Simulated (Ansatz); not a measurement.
# Ta2N: the cost of one run

Computed with Ansatz 0.2.0 (DFT PBE, scalar-relativistic, plane waves, PAW, unless a step's input says otherwise).

4 further runs of the same task are left out: 1 for a known fault of the program, 3 set aside as unsound or not needed. Runs told in other sessions of the task aren't counted.

## 1. Starting point

The structure is trigonal, space group P-3m1 (No. 164). Conventional cell: a = 3.101 Å, b = 3.101 Å, c = 4.882 Å, α = 90.00°, β = 90.00°, γ = 120.00°. Ta (site symmetry 3m) has 3 N at 2.18 Å in its first shell of neighbours. N (site symmetry -3m) is surrounded by 6 Ta at 2.18 Å.

Structure file:

```cif
data_structure
_symmetry_space_group_name_H-M 'P 1'
_symmetry_Int_Tables_number 1
_cell_length_a 3.1011
_cell_length_b 3.1011
_cell_length_c 4.8819
_cell_angle_alpha 90.000
_cell_angle_beta 90.000
_cell_angle_gamma 120.000
_cell_volume 40.66
loop_
_atom_site_label
_atom_site_type_symbol
_atom_site_fract_x
_atom_site_fract_y
_atom_site_fract_z
_atom_site_occupancy
Ta1 Ta 0.66667 0.33333 0.74491 1
Ta2 Ta 0.33333 0.66667 0.25509 1
N1 N 0.00000 0.00000 0.00000 1
```

It goes back to an entry of the Materials Project, which need not be the stable form.

It is the result of an earlier relaxation at this level (volume 13.55 Å³/atom; gap on the mesh: none (metal)).

## 2. The reference cell

Reference values: F = -20250.9212 eV; pressure 0.01 GPa; largest force 0.008 eV/Å; gap on the mesh none (metal). It was computed beforehand with the settings of the runs below.

## 3. Next: a frozen normal mode

Mode 9 of the phonon run on this cell, counted from the lowest, is frozen in: each atom moves by x times its row below, so x is the largest displacement.

```
atom     ux     uy      uz
 Ta1  0.000  0.000  -0.039
 Ta2  0.000  0.000  -0.039
  N3  0.000  0.000   1.000
```

## 4. At x = -0.120 Å

input.yaml

```yaml
crystal:
  lattice:
    - [3.1011400595, 0.0, 0.0]
    - [-1.5505700297, 2.6856660722, 0.0]
    - [0.0, 0.0, 4.8818900388]
  atoms:
    - { symbol: Ta, position: [0.6666666667, 0.3333333333, 0.7458564145] }
    - { symbol: Ta, position: [0.3333333333, 0.6666666667, 0.2560463493] }
    - { symbol: "N", position: [0.0, 0.0, -0.0245806438] }
basis:
  ecutwfc: 420
kpoints:
  mp_grid: { grid: [18, 18, 10] }
hamiltonian:
  xc: pbe
scf:
  occupations: { method: gaussian, width: 0.15 }
output:
  forces: true
  stress: true
  eigenvalues: true
```

Command:

```sh
> ansatz run input.yaml --threads 2 --pin off --max-ram 5120MiB --backend cpu --events-out ev --progress --plain --runs-dir out
```

Q: Estimate wall time and peak memory on 2 threads of AMD EPYC 9R45 (Zen 5), shared host.

About 3.6 s, with a peak of 0.6 GiB.
